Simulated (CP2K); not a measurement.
## HfO2 in CP2K: the effect of functional

Crystal: HfO2.

```
Hf O
1.0
     5.08032    0.00000    0.00000
     0.00000    5.16487    0.00000
     0.00000    0.00000    4.89088
Hf O
4 8
Direct
  0.22259 0.78180 0.27207
  0.72259 0.71820 0.72793
  0.77741 0.21820 0.27207
  0.27741 0.28180 0.72793
  0.18682 0.16365 0.10453
  0.68682 0.33635 0.89547
  0.81318 0.83635 0.10453
  0.31318 0.66365 0.89547
  0.00000 0.50000 0.48905
  0.50000 0.00000 0.51095
  0.00000 0.00000 0.57562
  0.50000 0.50000 0.42438
```

The cell comes from a database or a generator and needn't be the stable form of this composition.

Alike in all runs:

* Program: CP2K 2026.2
* Task: band structure
* Potentials or basis: POTENTIAL_UZH Hf GTH-PBE-q12, O GTH-PBE-q6; DZVP-MOLOPT-PBE-GTH basis
* Density cutoff: 11565 eV
* k mesh: 4 × 4 × 4
* Occupations: fermi-dirac, width 0.05 eV
* Spin: no spin polarisation

```tsv
functional	gap on the mesh (eV)	pressure (GPa)	largest force (eV/Å)
LDA	3.70	-6.5	0.13
PBEsol	3.77	-2.5	0.15
WC	?	?	?
PW91	3.85	3.5	0.24
BLYP	3.92	10.9	1.85
TASK	5.18	13.3	0.29
```

Q: What does the run with functional WC give?

A: gap on the mesh 3.78 eV; pressure -2.2 GPa; largest force 0.16 eV/Å.

Caveats: the potentials were made for another functional, which shifts forces and pressure; spin-orbit coupling is left out, which moves the levels of the heavy elements; the basis of atomic orbitals isn't converged, which shifts pressures, moduli and gaps.

Runs at the PBE level aren't shown here.
